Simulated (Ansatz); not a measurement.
The system is TePb.

```xyz
2
Lattice="0.0000 3.2310 3.2310 3.2310 0.0000 3.2310 3.2310 3.2310 0.0000" Properties=species:S:1:pos:R:3 pbc="T T T"
Pb    0.0000    0.0000    0.0000
Te    3.2310    3.2310    3.2310
```

```yaml
Program: Ansatz 0.2.0
Task: relaxation of cell and atoms
Functional: LDA
Potentials_or_basis: all-electron LAPW, scalar-relativistic
Basis_error_allowed: 0.001 eV/atom
k_mesh: 7 × 7 × 7
Occupations: fermi-dirac, width 0.05 eV
Spin: no spin polarisation
```

At the start: volume 33.73 Å³/atom.

Q: How do energy, volume and symmetry change on relaxing?

A: Over 4 steps the energy falls by 7.1 meV/atom and the volume is 32.49 Å³/atom (-3.7 %); space group Fm-3m (No. 225, to 0.05 Å).

The path:
| step | energy change (eV) | largest force (eV/Å) | volume (Å³) |
| --- | --- | --- | --- |
| 1 | 0.0000 | 0.0000 | 67.46 |
| 2 | -0.0124 | 0.0000 | 64.05 |
| 3 | -0.0142 | 0.0000 | 64.97 |
| 4 | -0.0142 | 0.0000 | 64.97 |

Final structure:
```xyz
2
Lattice="0.0000 3.1908 3.1908 3.1908 0.0000 3.1908 3.1908 3.1908 0.0000" Properties=species:S:1:pos:R:3 pbc="T T T"
Pb    0.0000    0.0000    0.0000
Te    3.1908    3.1908    3.1908
```
